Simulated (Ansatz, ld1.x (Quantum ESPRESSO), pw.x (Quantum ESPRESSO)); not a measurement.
pw.x on fcc Cr: one setting changed

Potential: norm-conserving RRKJ (Kleinman–Bylander form), ld1.x (Quantum ESPRESSO) 7.5, LDA (PW92); core [Ar], reference 3d5 4s0 4p1; waves: 4p (bound): rc 3.55 bohr; 3d (bound): rc 1.90 bohr; 4s (bound, empty): rc 2.90 bohr; local part: the s channel; core correction: none; rho0 0.01.

The reference run (k-mesh 16³, cutoffs 85/340 Ry, Fermi–Dirac 0.01 Ry, mixing_beta 0.4, conv_thr 1e-9, no spin) gives -1.65 GPa at 11.201 Å³/atom, where all-electron LAPW gives -0.86 GPa. This run, with its own iteration cap, changes k-mesh shift to 1.

```
&control
  calculation='scf', prefix='x', pseudo_dir='./', outdir='./tmp', tstress=.true., disk_io='none'
/
&system
  ibrav=0, nat=1, ntyp=1, ecutwfc=85, ecutrho=340, nbnd=10,
  occupations='smearing', smearing='fd', degauss=0.01
/
&electrons
  conv_thr=1e-09, mixing_beta=0.4, electron_maxstep=60
/
ATOMIC_SPECIES
Cr 1.0 Cr.UPF
CELL_PARAMETERS angstrom
  0.00000000 1.77586085 1.77586085
  1.77586085 0.00000000 1.77586085
  1.77586085 1.77586085 0.00000000
ATOMIC_POSITIONS crystal
Cr 0.0000 0.0000 0.0000
K_POINTS automatic
16 16 16 1 1 1
```

```bash
pw.x < Cr.scf.in > Cr.scf.out
```

**Question.** How does the run end?

**Answer.** It converges in 9 iterations; the free energy moves by +0.3 meV/atom and the pressure by -0.02 GPa. The result is that of the reference run.

```
Message from routine setup:
     using ibrav=0 with symmetry is DISCOURAGED, use correct ibrav instead
     lattice parameter (alat)  =       4.7459  a.u.
     unit-cell volume          =      75.5881 (a.u.)^3
     number of electrons       =         6.00
     number of Kohn-Sham states=           10
     kinetic-energy cutoff     =      85.0000  Ry
     charge density cutoff     =     340.0000  Ry
     scf convergence threshold =      1.0E-09
     Exchange-correlation= PW
     number of k points=   408  Fermi-Dirac smearing, width (Ry)=  0.0100
     iteration #  1     ecut=    85.00 Ry     beta= 0.40
     total energy              =     -19.33149051 Ry
     estimated scf accuracy    <       0.39554712 Ry
     iteration #  2     ecut=    85.00 Ry     beta= 0.40
     total energy              =     -19.36305307 Ry
     estimated scf accuracy    <       0.02018292 Ry
     iteration #  3     ecut=    85.00 Ry     beta= 0.40
     total energy              =     -19.36705418 Ry
     estimated scf accuracy    <       0.00058530 Ry
     iteration #  4     ecut=    85.00 Ry     beta= 0.40
     total energy              =     -19.36709777 Ry
     estimated scf accuracy    <       0.00026681 Ry
     iteration #  5     ecut=    85.00 Ry     beta= 0.40
     total energy              =     -19.36713828 Ry
     estimated scf accuracy    <       0.00000271 Ry
     iteration #  6     ecut=    85.00 Ry     beta= 0.40
     total energy              =     -19.36713751 Ry
     estimated scf accuracy    <       0.00000178 Ry
     iteration #  7     ecut=    85.00 Ry     beta= 0.40
     total energy              =     -19.36713794 Ry
     estimated scf accuracy    <       0.00000009 Ry
     iteration #  8     ecut=    85.00 Ry     beta= 0.40
     total energy              =     -19.36713796 Ry
     estimated scf accuracy    <       0.00000001 Ry
     iteration #  9     ecut=    85.00 Ry     beta= 0.40
     the Fermi energy is    13.7060 ev
!    total energy              =     -19.36713796 Ry
     estimated scf accuracy    <          7.3E-11 Ry
     smearing contrib. (-TS)   =      -0.00675770 Ry
     The total energy is F=E-TS. E is the sum of the following terms:
     one-electron contribution =       8.83860466 Ry
     hartree contribution      =       1.38190408 Ry
     xc contribution           =      -4.98905151 Ry
     ewald contribution        =     -24.59183750 Ry
     convergence has been achieved in   9 iterations
          total   stress  (Ry/bohr**3)                   (kbar)     P=      -16.70
     Message from routine punch:
     Nothing written, as per user request (disk_io='none')
```

The run took about 50 s on one core of a shared host (Neoverse-V1, 32 threads, 247 GiB, load 19).
